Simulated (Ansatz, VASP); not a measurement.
KF in VASP and in Ansatz

Contents of INCAR:

```
ALGO     = Normal         # electronic algorithm
EDIFF    = 1E-6           # SCF threshold, eV
ENCUT    = 520            # plane-wave cutoff, eV
GGA      = PE             # functional
ISIF     = 2              # what is computed and relaxed
ISMEAR   = -1             # smearing method
LASPH    = T              # aspherical terms in the spheres
LCHARG   = F              # write CHGCAR
LREAL    = F              # projectors in reciprocal space
LWAVE    = F              # write WAVECAR
NBANDS   = 15             # bands
NELM     = 60             # most SCF steps
PREC     = Accurate       # precision mode
SIGMA    = 0.02           # smearing width, eV
```

The input KPOINTS:

```
k-points
0
Gamma
  8 8 8
```

POSCAR

```
KF
1.0
    0.0000000000      2.6589605677      2.6589605677
    2.6589605677      0.0000000000      2.6589605677
    2.6589605677      2.6589605677      0.0000000000
K F
1 1
Direct
    0.0000000000      0.0000000000      0.0000000000
    0.5000000000      0.5000000000      0.5000000000
```

Input for Ansatz:

```yaml
crystal:
  lattice:
    - [0.0, 2.6589605677, 2.6589605677]
    - [2.6589605677, 0.0, 2.6589605677]
    - [2.6589605677, 2.6589605677, 0.0]
  atoms:
    - { symbol: K, position: [0.0, 0.0, 0.0] }
    - { symbol: F, position: [0.5, 0.5, 0.5] }
kpoints:
  mp_grid: { grid: [8, 8, 8] }
  band_path:
    path:
      - [[0.0, 0.0, 0.0], [0.5, -2.827199981535e-34, 0.5], [0.625, 0.25, 0.625]]
      - [[0.375, 0.375, 0.75], [0.0, 0.0, 0.0], [0.5, 0.5, 0.5], [0.5, 0.25, 0.75], [0.5, -2.827199981535e-34, 0.5]]
    npoints: 10
hamiltonian:
  xc: pbe
scf:
  occupations: { method: fermi_dirac, width: 0.02 }
  n_extra_bands: 4
output:
  forces: true
  stress: true
  eigenvalues: true
```

The cell was built by a generator and needn't be a form met in nature.

Alike in both runs: task single point; functional PBE; k mesh 8 × 8 × 8; occupations fermi-dirac, width 0.02 eV; no spin polarisation.

```csv
,VASP,Ansatz
version,VASP 6.6.1,Ansatz 0.2.0
potentials or method,"VASP PAW PBE potentials, release 64 (K_sv, F)","plane waves, PAW"
plane-wave cutoff (eV),520,420
valence electrons in the cell,16,16
```

```tsv
	VASP	Ansatz	Ansatz less VASP
gap on the k mesh at the Fermi level (eV)	6.24	6.26	+0.017
pressure (GPa)	2.0	1.9	-0.05
```

A k mesh can miss the band edges. A hybrid or GW would open this gap; PBE tends to underestimate it.
